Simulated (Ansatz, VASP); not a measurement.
GaAs: VASP beside Ansatz

POSCAR

```
GaAs
1.0
    0.0000000000      2.8268500000      2.8268500000
    2.8268500000      0.0000000000      2.8268500000
    2.8268500000      2.8268500000      0.0000000000
As Ga
1 1
Direct
    0.7500000000      0.7500000000      0.7500000000
    0.0000000000      0.0000000000      0.0000000000
```

Contents of INCAR.step1:

```
ALGO = Normal
EDIFF = 1E-5
ENCUT = 520
GGA = PE
ISIF = 2
ISMEAR = -1
LASPH = True
LCHARG = False
LREAL = False
LWAVE = True
NBANDS = 16
NELM = 60
PREC = Accurate
SIGMA = 0.05
```

File INCAR.step2:

```
AEXX = 0.25
ALGO = Normal
EDIFF = 1E-6
ENCUT = 520
GGA = PE
ISIF = 2
ISMEAR = -1
ISTART = 1
LASPH = True
LCHARG = False
LHFCALC = True
LREAL = False
LWAVE = False
NBANDS = 16
NELM = 60
PREC = Accurate
PRECFOCK = Normal
SIGMA = 0.05
```

Contents of KPOINTS:

```
k-points
0
Gamma
  4 4 4
```

input.yaml

```yaml
crystal:
  lattice:
    - [0.0, 2.82685, 2.82685]
    - [2.82685, 0.0, 2.82685]
    - [2.82685, 2.82685, 0.0]
  atoms:
    - { symbol: As, position: [0.75, 0.75, 0.75] }
    - { symbol: Ga, position: [0.0, 0.0, 0.0] }
kpoints:
  mp_grid: { grid: [4, 4, 4] }
scf:
  occupations: { method: fermi_dirac, width: 0.05 }
hamiltonian:
  xc: pbe0
  pseudopotentials: { kind: all_electron, datasets: crystal }
output:
  forces: true
  stress: true
```

Alike in both runs: task single point; functional PBE0; k mesh 4 × 4 × 4; occupations fermi-dirac, width 0.05 eV; no spin polarisation.

|  | VASP | Ansatz |
| --- | --- | --- |
| version | VASP 6.6.1 | Ansatz 0.2.0 |
| potentials or method | VASP PAW PBE potentials, release 64 (As, Ga_d) | all-electron PAW datasets made for the crystal |
| plane-wave cutoff (eV) | 520 | see its input |

|  | VASP | Ansatz | Ansatz less VASP |
| --- | --- | --- | --- |
| gap on the k mesh at the Fermi level (eV) | 2.18 | 2.14 | -0.043 |
| least direct gap on the mesh (eV) | 2.18 | 2.14 | -0.043 |
| pressure (GPa) | 1.0 | 1.3 | +0.24 |

Ansatz ran all-electron here, so the differences hold the error of VASP's frozen core and of both bases.

Caveats: the k mesh is coarse (spacing up to 0.48 Å⁻¹), so the values aren't converged, least of all with exact exchange; the PAW data sets were made with another functional, which shifts forces and pressure a little (VASP). A k mesh can miss the band edges.
